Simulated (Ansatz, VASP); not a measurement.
# KMgF3 in VASP and in Ansatz

```
K Mg F
1.0
     3.90453    0.00000    0.00000
     0.00000    3.90453    0.00000
     0.00000    0.00000    3.90453
K Mg F
1 1 3
Cartesian
  1.9523 1.9523 1.9523
  0.0000 0.0000 0.0000
  0.0000 0.0000 1.9523
  0.0000 1.9523 0.0000
  1.9523 0.0000 0.0000
```

Change from the starting cell: volume scaled by 0.94.

Alike in both runs: task single point; functional PBEsol; k mesh 7 × 7 × 7; occupations fermi-dirac, width 0.05 eV; no spin polarisation.

|  | VASP | Ansatz |
| --- | --- | --- |
| version | VASP 6.6.1 | Ansatz 0.2.0 |
| potentials or method | VASP PAW PBE potentials, release 64 (K_sv, Mg, F) | Ansatz PAW |
| plane-wave cutoff (eV) | 520 | 420 |
| valence electrons in the cell | 32 | 40 |

|  | VASP | Ansatz | Ansatz less VASP |
| --- | --- | --- | --- |
| gap on the k mesh at the Fermi level (eV) | 7.63 | 7.66 | +0.024 |
| least direct gap on the mesh (eV) | 7.92 | 7.94 | +0.021 |
| pressure (GPa) | 5.2 | 5.5 | +0.35 |

The two sets of potentials don't hold the same shells in valence.

Caveats: the PAW data sets were made with another functional, which shifts forces and pressure a little (VASP); an odd mesh through Γ misses points on the zone boundary, where band edges often lie (VASP); odd divisions of the mesh miss points on the zone boundary, where band edges often lie, so the gap on the mesh can be too wide (Ansatz); the pressure holds a Pulay correction of +0.6 GPa for the finite cutoff (Ansatz); the PAW data sets come from PBE, with cores solved anew for the run's functional, which leaves a small shift of forces and pressure (Ansatz).
